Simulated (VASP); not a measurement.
Here is a VASP 6.6.1 calculation.

INCAR

```
SYSTEM = B
ALGO = Normal
EDIFF = 1E-6
ENCUT = 520
ISIF = 2
ISMEAR = -1
LASPH = .TRUE.
LCHARG = .FALSE.
LREAL = .FALSE.
LWAVE = .FALSE.
NBANDS = 10
NELM = 80
PREC = Accurate
SIGMA = 0.1
```

File KPOINTS:

```
k-points
0
G
  35 35 8
  0 0 0
```

Contents of POSCAR:

```
B
1.0
    1.6962388030      0.0000000000      0.0000000000
   -0.8481194015      1.4689858943      0.0000000000
    0.0000000000      0.0000000000      6.9341498130
B
2
Direct
    0.3333333333      0.6666666667      0.2500000000
    0.6666666667      0.3333333333      0.7500000000
```

Potentials or basis: VASP PAW LDA potentials, release 64 (B).

Run with:

```bash
$ cat potpaw_LDA.64/B/POTCAR > POTCAR
$ mpirun -np 1 vasp_std > vasp.out
```

Estimate the pressure.

-0.7 GPa.

Estimate the band gap on the k mesh.

none (metal or under the smearing width).

Stress tensor (GPa, compression positive):
```
-0.87  0.00  0.00
 0.00 -0.87  0.00
 0.00  0.00 -0.33
```
